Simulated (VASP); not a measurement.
Si2Ni:

```
CELL_PARAMETERS angstrom
0.00000 2.70300 2.70300
2.70300 0.00000 2.70300
2.70300 2.70300 0.00000
ATOMIC_POSITIONS crystal
Ni 0.00000 0.00000 0.00000
Si 0.75000 0.75000 0.75000
Si 0.25000 0.25000 0.25000
```

Base run:

- Program: VASP 6.6.1
- Functional: PBE
- Potentials or basis: VASP PAW PBE potentials, release 64 (Ni, Si)
- Cutoff: 520 eV
- k mesh: 9 × 9 × 9
- Occupations: fermi-dirac, width 0.05 eV
- Spin: collinear spin, ferromagnetic start
- Starting moments: [1.0, 0.0, 0.0] μB

Its results: band gap on the k mesh none (metal or under the smearing width); pressure 3.8 GPa; net moment 0.00 μB per cell.

**Question.** The run is repeated on the same cell with these changes: functional from PBE to PBEsol. What comes out?

**Answer.** Band gap on the k mesh none (metal or under the smearing width); pressure -0.8 GPa; net moment 0.00 μB per cell.

PBEsol binds more tightly than PBE, so the same cell stands under less pressure.

Caveats: the PAW data sets were made with another functional, which shifts forces and pressure a little (some runs).

Not every run made on this cell is shown here.
